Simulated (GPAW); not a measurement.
Input of a GPAW 26.7.0 run:

The input run.py:

```python
import numpy as np
from ase.dft.bandgap import bandgap
from ase.io import read, write
from ase.units import Bohr, GPa
from gpaw import GPAW, PW
from gpaw.elf import elf_from_dft_calculation
from gpaw.spinorbit import soc_eigenstates

atoms = read('POSCAR')

calc = GPAW(mode=PW(800),
            xc='PBE',
            kpts={'size': (7, 7, 7), 'gamma': True},
            occupations={'name': 'fermi-dirac', 'width': 0.05},
            nbands=11,
            convergence={'density': 1e-05, 'energy': 1e-05},
            maxiter=150,
            txt='gpaw.txt')
atoms.calc = calc
energy = atoms.get_potential_energy()
forces = atoms.get_forces()
stress = atoms.get_stress()
calc.write('gs.gpw')
write('result.traj', atoms)
print(f'Energy: {energy:.6f} eV')
print('Forces (eV/A):')
print(forces.round(4))
print('Stress (GPa):', (stress / GPa).round(3))
print('Fermi level:', round(calc.get_fermi_level(), 4), 'eV')
print(f'Gap: {bandgap(calc)[0]:.4f} eV, direct: {bandgap(calc, direct=True)[0]:.4f} eV')

# fields on the real-space grid
write('density.cube', atoms, data=calc.get_pseudo_density() * Bohr**3)
write('potential.cube', atoms, data=calc.get_electrostatic_potential())
write('elf.cube', atoms, data=elf_from_dft_calculation(calc).data)

path = atoms.cell.bandpath('GXWKGLUWLK,UX', npoints=80, eps=1e-4)
bs_calc = calc.fixed_density(kpts=path, symmetry='off', nbands=19,
                             convergence={'bands': 'CBM+6.0', 'eigenstates': 1e-6}, txt='bands.txt')
bs = bs_calc.band_structure()
bs.write('bs.json')
print(f'Gap on the path: {bandgap(bs_calc)[0]:.4f} eV')

soc = soc_eigenstates(bs_calc, theta=0, phi=0)
np.savetxt('soc_bands.dat', soc.eigenvalues(), fmt='%.4f')
mesh = soc_eigenstates('gs.gpw', theta=0, phi=0)
np.savetxt('soc_mesh.dat', mesh.eigenvalues(), fmt='%.4f')
print('Fermi level with spin-orbit coupling:', round(mesh.fermi_level, 4), 'eV')
```

POSCAR

```
BAs
1.0
    0.0000000000      2.3885000000      2.3885000000
    2.3885000000      0.0000000000      2.3885000000
    2.3885000000      2.3885000000      0.0000000000
As B
1 1
Direct
    0.7500000000      0.7500000000      0.7500000000
    0.0000000000      0.0000000000      0.0000000000
```

Potentials or basis: GPAW PAW data sets (gpaw-data 1.2.1), pw.

Command:

```console
$ OMP_NUM_THREADS=1 python run.py
```

(1) Estimate the band gap on the k mesh.

(2) Predict the pressure.

(3) Predict the band gap along the path.

Answers

(1) 1.13 eV, indirect (least direct gap 3.08 eV).

(2) 3.3 GPa.

(3) 1.12 eV, indirect (least direct gap 3.08 eV).

Caveat: spin-orbit coupling was added after a scalar SCF, so levels and gaps hold it while energy, forces, pressure and moments don't; this program's spin-orbit splittings come out too wide for heavy elements.
